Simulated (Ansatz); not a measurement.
BaS: single point with HSE06

**The experiment to reproduce.**

From a printed reference work, monograph, original work of 1988, for a bulk crystal of BaS at 2 K: band gap 3.806 eV (indirect).

Crystal: BaS.

```xyz
2
Lattice="0.0000 3.1938 3.1938 3.1938 0.0000 3.1938 3.1938 3.1938 0.0000" Properties=species:S:1:pos:R:3 pbc="T T T"
Ba    0.0000    0.0000    0.0000
S     3.1938    3.1938    3.1938
```

* Program: Ansatz 0.2.0
* Task: single point
* Functional: HSE06
* Potentials or basis: all-electron PAW datasets made for the crystal
* Cutoff: 290 eV (chosen from the basis error)
* k mesh: 6 × 6 × 6
* Occupations: fermi-dirac, width 0.05 eV
* Spin: no spin polarisation

```json
{"Pressure": "0.4 GPa", "Band gap on the k mesh": "3.11 eV, indirect (least direct gap 3.24 eV)"}
```

Levels at points of the mesh, in eV from the valence-band top:
```
             k point  band 6  band 7  band 8  band 9  band 10
  (0.00, 0.00, 0.00)    0.00    0.00    0.00    4.67     5.01
 (0.00, 0.00, -0.50)   -1.99   -1.09   -1.09    6.57     6.79
(0.00, -0.50, -0.50)   -0.52   -0.13   -0.13    3.11     7.19
```

Run time: 97 s on 1 thread of Intel(R) Xeon(R) Platinum 8488C (Sapphire Rapids), on a shared host, peak memory 0.96 GiB.

Against the measured gap of BaS, 3.806 eV (indirect; 2 K; a printed reference work, monograph, original work of 1988), the calculated 3.11 eV is off by -0.69 eV. Spin-orbit coupling on Ba is left out. The value is that of HSE06 on a finite k mesh, which can miss the band edges, without temperature or zero-point motion.

Caveat: spin-orbit coupling is left out, which moves the levels of the heavy elements.
